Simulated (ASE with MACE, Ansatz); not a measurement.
# Adsorption of WF6 on alpha-Al2O3(0001): energy and structure

How much energy does the adsorption of WF6 on alpha-Al2O3(0001) release or cost, and how far does that hang on the level of theory?

Calculated with Ansatz 0.2.0: Kohn-Sham DFT, PBE+D3(BJ), PAW (set soft_2), plane waves; cutoff 420 eV, fermi-dirac smearing of 0.025 eV (for the slabs). Every cell is relaxed with this functional, then solved at fixed geometry with r2SCAN+D4, PBE+D3(BJ) on a denser mesh, PBE, RPBE+D3(BJ) and HSE06+D3(BJ). Cutoffs: 420 eV for PBE+D3(BJ), PBE, RPBE+D3(BJ) and HSE06+D3(BJ); 500 eV for r2SCAN+D4.

**The cells**

The cell holds 60 atoms: 24 Al and 36 O. Cell: a = 9.580 Å, b = 9.580 Å, c = 22.046 Å, α = 90.0°, β = 90.0°, γ = 120.0°. It derives from Al2O3 (alpha-Al2O3(0001)). The starting structure: Corundum (0001), 2 x 2 cells, Al-terminated on both faces (lattice constants typed as starting values near PBE's), about 15 Å of vacuum, lower atoms held. Vacuum lies along c. 24 atoms are held.

- WF6 on alpha-Al2O3(0001): one whole molecule of WF6 lowered over a top site, eased by MACE.

Molecules sit alone in boxes of 14 to 15 Å, at Γ at every level, with a smearing of 0.01 eV.

The input of the single point on the relaxed bare surface:

```yaml
crystal:
  lattice:
    - [9.58, 0.0, 0.0]
    - [-4.79, 8.29652, 0.0]
    - [0.0, 0.0, 22.04645]
  atoms:
    - { symbol: Al, position: [0.0, 0.0, 0.13317] }
    - { symbol: Al, position: [0.33333, 0.16667, 0.23064] }
    - { symbol: Al, position: [1.0, 0.0, 0.27866] }
    - { symbol: Al, position: [0.33333, 0.16667, 0.08559] }
    [... 54 atom lines left out ...]
    - { symbol: O, position: [0.66661, 0.6739, 0.18198] }
    - { symbol: O, position: [0.8261, 0.99271, 0.18198] }
kpoints:
  mp_grid: { grid: [1, 1, 1] }
hamiltonian:
  xc: pbe
  dispersion: d3bj
scf:
  occupations: { method: fermi_dirac, width: 0.025 }
output:
  forces: true
  populations: true
  dos:
    method: { smearing: { sigma: 0.08 } }
    de: 0.1
    projected:
      site_lists:
        Al: [Al]
        O: [O]
        slab: [... 60 sites ...]
  eigenvalues: true
  write_density: true
  write_potential: true
  volumetric_format: npy
```

```
                    cell     formula  k-mesh  relaxation steps  gain on relaxing (eV)  free energy, PBE+D3(BJ) (eV)  Kohn-Sham gap (eV)  time of its runs on this page
       alpha-Al2O3(0001)     Al24O36   1×1×1                 3                   0.03                    -33412.564                5.13                        1.9 min
WF6 on alpha-Al2O3(0001)  Al24WO36F6   1×1×1                15                   1.00                    -48650.852                0.47                        4.1 min
                     WF6         WF6   1×1×1                 4                   0.11                    -15237.513                5.30                           50 s
```

The gap is that between the highest filled and lowest empty Kohn-Sham level; a dash marks none computed or no clear gap. Times come from shared hosts and are rough.

**Reaction energies**

Products less reactants, from the free energies above and their like at the other levels, in eV; negative values release energy:

```
           change  PBE+D3(BJ)  r2SCAN+D4  PBE+D3(BJ), denser mesh    PBE  RPBE+D3(BJ)  HSE06+D3(BJ)
adsorption of WF6       -0.77      -0.92                    -0.77  -0.23        -1.00         -0.87
```

Worked for the first row at PBE+D3(BJ): (-48650.852) − (-33412.564) − (-15237.513) = -0.775 eV (from unrounded energies).

**What the relaxations did**

Bonds are pairs closer than 1.18 times the sum of covalent radii, pairs of two metal atoms left out; a bond counts as made or broken only if it crosses from under that bound to over 1.3 times, or back. All concern the added atoms.

| cell | bonds to the surface at the end | nearest contact (Å) | made in DFT | broken in DFT | largest move (Å) |
| --- | --- | --- | --- | --- | --- |
| WF6 on alpha-Al2O3(0001) | 2 Al–F | F–Al 1.87 | none | none | 1.14 |

**Findings**

The change releases 0.77 eV at PBE+D3(BJ). The molecule stays whole and bonds to the surface (its most stretched bond, F–W, goes from 1.85 Å in the gas to 2.03 Å). At the same geometries the levels give -1.00 (RPBE+D3(BJ)) to -0.23 eV (PBE), the denser mesh leaves it within 0.01 eV and the D3 term supplies -0.55 eV of it. The starting surface has a Kohn-Sham gap of 5.13 eV; with WF6 on alpha-Al2O3(0001) it falls to 0.47 eV, so the added atoms bring levels into the gap.

Limits: These are static energies with no barriers, zero-point energy or heat. Where a gas molecule is taken up, its entropy is lost, which at room temperature and above is worth several tenths of an eV to over 1 eV a molecule and isn't counted. All slabs, the starting one too, were first eased by a machine-learned potential, and one starting arrangement a cell was relaxed; others may lie lower. Only one face is changed, and the cells carry no dipole correction. Levels with D3 or D4 differ in the size of their dispersion terms as well as in the functional. In some runs the program notes that positions were snapped to a detected symmetry, the exchange-correlation potential is rough where the density is thin and the dispersion model switches parameters near this geometry.

[Logs are printed without paths, hosts, clocks, repeated set-up lines and the standing remarks that a program may print on its own settings, such as how far it seeks lower states.]

[Hosts, paths, dates, database ids (printed as entryN), source tags and the programs' standing remarks are cut or masked in the printed files.]
